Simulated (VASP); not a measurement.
## VASP 6.6.1 run: AlN

INCAR

```
NBANDS = 5
SIGMA = 0.01
LREAL = .FALSE.
ISMEAR = 0
IBRION = -1
ENCUT = 520
METAGGA = R2SCAN
IMIX = 1
LWAVE = .FALSE.
ALGO = Normal
EDIFF = 1E-7
NSW = 0
LCHARG = .FALSE.
ISIF = 2
AMIX = 0.1
PREC = Accurate
LASPH = .FALSE.
NELM = 120
```

KPOINTS

```
KPOINTS created by Atomic Simulation Environment
0
Gamma
10 10 10
0 0 0
```

POSCAR

```
Al N
 1.0000000000000000
     0.0258415161000000    2.0188684453999999    2.0188684453999999
     2.0188684453999999    0.0258415161000000    2.0188684453999999
     2.0447099615000002    2.0447099615000002    0.0000000000000000
 Al  N
   1   1
Cartesian
  0.0000000000000000  0.0000000000000000  0.0000000000000000
  2.0447099614999997  2.0447099614999997  2.0188684453999999
```

The recommended PBE PAW datasets give the neutral cell 8 valence electrons.

Command

```
mpirun -np 1 vasp_std
```

OSZICAR

```
N       E                     dE             d eps       ncg     rms          rms(c)
DAV:   1     0.164017607637E+02    0.16402E+02   -0.42396E+03  2005   0.141E+03
DAV:   2    -0.215559322857E+02   -0.37958E+02   -0.33144E+02  2345   0.233E+02
DAV:   3    -0.225407277042E+02   -0.98480E+00   -0.98480E+00  2145   0.497E+01
DAV:   4    -0.225471002523E+02   -0.63725E-02   -0.63725E-02  2725   0.314E+00
DAV:   5    -0.225471120407E+02   -0.11788E-04   -0.11788E-04  2435   0.908E-02    0.792E+00
DAV:   6    -0.197075600477E+02    0.28396E+01   -0.44895E-01  2390   0.848E+00    0.663E+00
DAV:   7    -0.193630808371E+02    0.34448E+00   -0.27486E-01  2035   0.596E+00    0.553E+00
DAV:   8    -0.191560993221E+02    0.20698E+00   -0.16714E-01  2195   0.467E+00    0.469E+00
DAV:   9    -0.190352329462E+02    0.12087E+00   -0.10188E-01  2185   0.367E+00    0.403E+00
DAV:  10    -0.189657283859E+02    0.69505E-01   -0.63001E-02  2225   0.292E+00    0.352E+00
...
DAV:  78    -0.188854020455E+02   -0.21792E-06   -0.23766E-09   885   0.862E-04    0.297E-03
DAV:  79    -0.188854022406E+02   -0.19516E-06   -0.19730E-09   860   0.786E-04    0.268E-03
DAV:  80    -0.188854024155E+02   -0.17485E-06   -0.16492E-09   855   0.718E-04    0.243E-03
DAV:  81    -0.188854025723E+02   -0.15681E-06   -0.13746E-09   855   0.656E-04    0.220E-03
DAV:  82    -0.188854027130E+02   -0.14070E-06   -0.11469E-09   855   0.598E-04    0.199E-03
DAV:  83    -0.188854028393E+02   -0.12634E-06   -0.95608E-10   855   0.546E-04    0.180E-03
DAV:  84    -0.188854029529E+02   -0.11351E-06   -0.79840E-10   855   0.498E-04    0.163E-03
DAV:  85    -0.188854030549E+02   -0.10204E-06   -0.66561E-10   855   0.455E-04    0.148E-03
DAV:  86    -0.188854031467E+02   -0.91784E-07   -0.55617E-10   855   0.415E-04
   1 F= -.18885403E+02 E0= -.18885403E+02  d E =-.193080E-73
```

From OUTCAR

```
k-points           NKPTS =    171   k-points in BZ     NKDIM =    171   number of bands    NBANDS=      5

   NELECT =       8.0000    total number of electrons

   dimension x,y,z NGX =    24 NGY =   24 NGZ =   24
   dimension x,y,z NGXF=    48 NGYF=   48 NGZF=   48

  energy-cutoff  :      520.00
  volume of cell :       16.45
      direct lattice vectors                 reciprocal lattice vectors
     0.025841516  2.018868445  2.018868445    -0.250874683  0.250874683  0.247663488
     2.018868445  0.025841516  2.018868445     0.250874683 -0.250874683  0.247663488
     2.044709962  2.044709962  0.000000000     0.244533459  0.244533459 -0.247663488

 k-points in reciprocal lattice and weights: KPOINTS created by Atomic Simulation Env
   0.00000000  0.00000000  0.00000000       0.001
   0.10000000 -0.00000000  0.00000000       0.004
   0.20000000 -0.00000000  0.00000000       0.004
   0.30000000  0.00000000  0.00000000       0.004
   0.40000000  0.00000000  0.00000000       0.004
   0.50000000  0.00000000  0.00000000       0.002
   0.10000000  0.10000000  0.00000000       0.002
   0.20000000  0.10000000  0.00000000       0.004
   ...

 E-fermi :  10.1480

 k-point     1 :       0.0000    0.0000    0.0000
  band No.  band energies     occupation
      1      -8.6101      2.00000
      2       9.6450      2.00000
      3       9.8266      2.00000
      4      10.0225      2.00000
      5      16.3825      0.00000

 k-point     2 :       0.1000   -0.0000    0.0000
  band No.  band energies     occupation
      1      -8.3965      2.00000
      2       8.9283      2.00000
      3       9.5130      2.00000
      4       9.7589      2.00000
      5      16.9768      0.00000

 k-point     3 :       0.2000   -0.0000    0.0000
  band No.  band energies     occupation
      1      -7.7773      2.00000
      2       6.7379      2.00000
      3       9.1930      2.00000
      4       9.4136      2.00000
      5      17.5251      0.00000

 k-point     4 :       0.3000    0.0000    0.0000
  band No.  band energies     occupation
      1      -6.8349      2.00000
      2       4.3311      2.00000
      3       8.8394      2.00000
      4       9.0377      2.00000
      5      17.1672      0.00000

 k-point     5 :       0.4000    0.0000    0.0000
  band No.  band energies     occupation
      1      -5.8041      2.00000
      2       2.3194      2.00000
      3       8.5800      2.00000
      4       8.7621      2.00000
      5      16.7317      0.00000

 k-point     6 :       0.5000    0.0000    0.0000
  band No.  band energies     occupation
      1      -5.2818      2.00000
      2       1.4555      2.00000
      3       8.4862      2.00000
      4       8.6624      2.00000
      5      16.5722      0.00000

 k-point     7 :       0.1000    0.1000    0.0000
  band No.  band energies     occupation
      1      -8.3313      2.00000
      2       8.8738      2.00000
      3       9.2471      2.00000
      4       9.6570      2.00000
      5      17.2759      0.00000

 k-point     8 :       0.2000    0.1000    0.0000
  band No.  band energies     occupation
      1      -7.8537      2.00000
      2       7.3370      2.00000
      3       8.8439      2.00000
      4       9.2911      2.00000
      5      18.0048      0.00000

 ...

  Total       -0.0643086     -0.0643086     -0.0954000     -0.8988112      0.0000000      0.0000000
  in kB       -6.2617656     -6.2617656     -9.2891549    -87.5177580      0.0000000      0.0000000
  external PRESSURE =      -7.2708954 kB  Pullay stress =       0.0000000 kB

 POSITION                                       TOTAL-FORCE (eV/Angst)
 -----------------------------------------------------------------------------------
      0.00000      0.00000      0.00000         0.000000     -0.000000      0.000000
      2.04471      2.04471      2.01887        -0.000000      0.000000     -0.000000
 -----------------------------------------------------------------------------------
    total drift:                               -0.000000     -0.000000      0.000000

  FREE ENERGIE OF THE ION-ELECTRON SYSTEM (eV)
  ---------------------------------------------------
  free  energy   TOTEN  =       -18.8854031467 eV

  energy  without entropy=      -18.8854031467  energy(sigma->0) =      -18.88540315
```

It converged. Results: gap between bands v and c on the k mesh 5.06 eV; least direct gap on the k mesh 6.36 eV; pressure -0.7 GPa. Band v is the last that the valence electrons fill when counted band by band, and c is the next.

For comparison, a separate r²SCAN run of the intended cell, on usual settings and not on those above, gives a gap of 5.07 eV on its mesh and a pressure of -0.7 GPa.

The run above took about 99 s on one core of a shared host (Intel Xeon 6975P-C) and held 0.14 GiB at most.
